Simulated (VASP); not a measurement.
A run of VASP 6.6.1 is set up as follows.

POSCAR

```
SnSe
1.0
    0.0000000000      3.0100000000      3.0100000000
    3.0100000000      0.0000000000      3.0100000000
    3.0100000000      3.0100000000      0.0000000000
Sn Se
1 1
Direct
    0.0000000000      0.0000000000      0.0000000000
    0.5000000000      0.5000000000      0.5000000000
```

The input INCAR.step1:

```
SYSTEM = SnSe
ALGO = Normal ; EDIFF = 1E-4
ENCUT = 520 ; GGA = PE
ISMEAR = 0 ; LASPH = .TRUE.
LCHARG = .FALSE. ; LREAL = .FALSE.
LWAVE = .TRUE. ; NBANDS = 17
NELM = 100 ; PREC = Accurate
SIGMA = 0.05
```

INCAR.step2

```
SYSTEM = SnSe
ALGO = Normal ; EDIFF = 1E-6
ENCUT = 520 ; ISIF = 2
ISMEAR = 0 ; ISTART = 1
LASPH = .TRUE. ; LCHARG = .FALSE.
LMIXTAU = .TRUE. ; LREAL = .FALSE.
LWAVE = .FALSE. ; METAGGA = R2SCAN
NBANDS = 17 ; NELM = 100
PREC = Accurate ; SIGMA = 0.05
```

The input KPOINTS:

```
k-points
0
G
  10 10 10
  0 0 0
```

Potentials or basis: VASP PAW PBE potentials, release 64 (Sn_d, Se).

Run with:

```sh
$ cat potpaw_PBE.64/Sn_d/POTCAR potpaw_PBE.64/Se/POTCAR > POTCAR
$ cp INCAR.step1 INCAR
$ mpirun -np 1 vasp_std > vasp.out
$ cp INCAR.step2 INCAR
$ mpirun -np 1 vasp_std > vasp.out
```

**Question.** Estimate the pressure.

**Answer.** 0.0 GPa.

**Question.** Predict the band gap on the k mesh.

**Answer.** 0.45 eV, direct.

Caveat: the PAW data sets were made with another functional, which shifts forces and pressure a little; spin-orbit coupling is left out, which moves the levels of the heavy elements. A k mesh can miss the band edges.
